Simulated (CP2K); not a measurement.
Set up this calculation in CP2K 2026.2, as the native input.

```
Task                                : single point
Functional                          : PBE
Potentials or basis                 : POTENTIAL_UZH Ti GTH-PBE-q12, O GTH-PBE-q6; DZVP-MOLOPT-PBE-GTH basis
Density cutoff                      : 8163 eV
k mesh                              : 5 × 4 × 4
Occupations                         : fermi-dirac, width 0.05 eV
Spin                                : no spin polarisation
SCF solver                          : diagonalisation with k points
Quickstep method                    : GPW
EPS_DEFAULT                         : 1.0E-9
EPS_SCF                             : 1.0E-6
MAX_SCF                             : 100
SCF_GUESS                           : ATOMIC
k points reduced by the point group : yes
Mesh centred on Gamma               : yes
CHOLESKY                            : OFF
EPS_EIGVAL                          : 1.0E-7
MIXING METHOD                       : BROYDEN_MIXING
MIXING ALPHA                        : 0.4
NBUFFER                             : 8
NGRIDS                              : 4
Basis sets                          : Ti DZVP-MOLOPT-PBE-GTH-q12, O DZVP-MOLOPT-PBE-GTH-q6
Potentials                          : Ti GTH-PBE-q12 of POTENTIAL_UZH, O GTH-PBE-q6 of POTENTIAL_UZH
ADDED_MOS                           : [33]
REL_CUTOFF (Ry)                     : 60 Ry
MIXING BETA (1/bohr)                : 1.5 1/bohr
CUTOFF of the grids                 : 600 Ry
```

Crystal: TiO2.

```
CELL_PARAMETERS angstrom
5.30748 0.00000 0.00000
-2.93252 4.83787 0.00000
-0.10899 0.15881 6.10366
ATOMIC_POSITIONS crystal
Ti 0.44870 0.99488 0.32984
Ti 0.00721 0.45795 0.66406
Ti 0.54072 0.54179 0.99848
O 0.40516 0.29946 0.20264
O 0.69925 0.10505 0.55972
O 0.90788 0.61164 0.89051
O 0.29793 0.41377 0.77436
O 0.09823 0.68264 0.45277
O 0.59491 0.89282 0.12762
```

The cell comes from a database or a generator and needn't be the stable form of this composition.

The cell isn't the ideal one: all atoms moved at random.

One way to write it, as run:

tio2_scf.inp

```
&GLOBAL
  PROJECT tio2_scf
  RUN_TYPE ENERGY_FORCE
  PRINT_LEVEL LOW
&END GLOBAL
&FORCE_EVAL
  METHOD QS
  STRESS_TENSOR ANALYTICAL
  &DFT
    BASIS_SET_FILE_NAME BASIS_MOLOPT_UZH
    POTENTIAL_FILE_NAME POTENTIAL_UZH
    &MGRID
      CUTOFF 600
      REL_CUTOFF 60
      NGRIDS 4
    &END MGRID
    &QS
      METHOD GPW
      EPS_DEFAULT 1.0E-9
    &END QS
    &KPOINTS
      SCHEME MONKHORST-PACK 5 4 4
      GAMMA_CENTERED T
      SYMMETRY T
      SYMMETRY_BACKEND SPGLIB
    &END KPOINTS
    &SCF
      SCF_GUESS ATOMIC
      EPS_SCF 1.0E-6
      MAX_SCF 100
      ADDED_MOS 33
      CHOLESKY OFF
      EPS_EIGVAL 1.0E-7
      &DIAGONALIZATION ON
        ALGORITHM STANDARD
      &END DIAGONALIZATION
      &MIXING ON
        METHOD BROYDEN_MIXING
        ALPHA 0.4
        BETA 1.5
        NBUFFER 8
      &END MIXING
      &SMEAR ON
        METHOD FERMI_DIRAC
        ELECTRONIC_TEMPERATURE [K] 580.226
      &END SMEAR
    &END SCF
    &XC
      &XC_FUNCTIONAL
        &GGA_X_PBE
        &END GGA_X_PBE
        &GGA_C_PBE
        &END GGA_C_PBE
      &END XC_FUNCTIONAL
    &END XC
    &PRINT
      &KPOINTS ON
      &END KPOINTS
      &MULLIKEN ON
      &END MULLIKEN
      &MO ON
        ENERGIES T
        OCCUPATION_NUMBERS T
        &EACH
          QS_SCF 0
        &END EACH
        ADD_LAST NUMERIC
      &END MO
      &LOWDIN ON
      &END LOWDIN
      &HIRSHFELD ON
        SHAPE_FUNCTION DENSITY
      &END HIRSHFELD
    &END PRINT
  &END DFT
  &SUBSYS
    &CELL
      A 5.3074816657 0.0000000000 0.0000000000
      B -2.9325159151 4.8378718925 0.0000000000
      C -0.1089893390 0.1588118443 6.1036612027
      PERIODIC XYZ
    &END CELL
    &COORD
      SCALED
      Ti  0.4487013300 0.9948786500 0.3298353100
      Ti  0.0072116800 0.4579482900 0.6640610400
      Ti  0.5407189200 0.5417880500 0.9984839900
      O   0.4051578700 0.2994638000 0.2026395300
      O   0.6992494200 0.1050476900 0.5597218000
      O   0.9078825300 0.6116412400 0.8905135300
      O   0.2979333400 0.4137664700 0.7743565600
      O   0.0982321900 0.6826446500 0.4527687100
      O   0.5949127200 0.8928211600 0.1276195200
    &END COORD
    &KIND Ti
      BASIS_SET DZVP-MOLOPT-PBE-GTH-q12
      POTENTIAL GTH-PBE-q12
    &END KIND
    &KIND O
      BASIS_SET DZVP-MOLOPT-PBE-GTH-q6
      POTENTIAL GTH-PBE-q6
    &END KIND
    &PRINT
      &ATOMIC_COORDINATES ON
      &END ATOMIC_COORDINATES
      &CELL ON
      &END CELL
    &END PRINT
  &END SUBSYS
  &PRINT
    &FORCES ON
    &END FORCES
    &STRESS_TENSOR ON
    &END STRESS_TENSOR
  &END PRINT
&END FORCE_EVAL
```

Potentials or basis: POTENTIAL_UZH Ti GTH-PBE-q12, O GTH-PBE-q6; DZVP-MOLOPT-PBE-GTH basis.

Launch:

```bash
$ OMP_NUM_THREADS=1 cp2k.psmp -i tio2_scf.inp -o tio2_scf.out
```

It gave:

The pressure is 1.4 GPa and the largest force is 4.340 eV/Å. The band gap on the k mesh is 3.46 eV, indirect (least direct gap 3.55 eV). The mulliken charges are Ti +1.04, +0.99, +1.02; O -0.49, -0.54, -0.58, -0.46, -0.45, -0.52 e. The hirshfeld charges are Ti +0.64, +0.61, +0.62; O -0.31, -0.32, -0.33, -0.30 e.

Caveat: Mulliken charges move with the basis; an odd mesh through Γ misses points on the zone boundary, where band edges often lie; the basis of atomic orbitals isn't converged, which shifts pressures, moduli and gaps; forces of over 1 eV/Å show positions far from the minimum, so gaps and moduli don't describe the material at rest.

It took 83 s on 1 thread of Arm Neoverse V2, with other jobs on the host, peak memory 0.73 GiB.
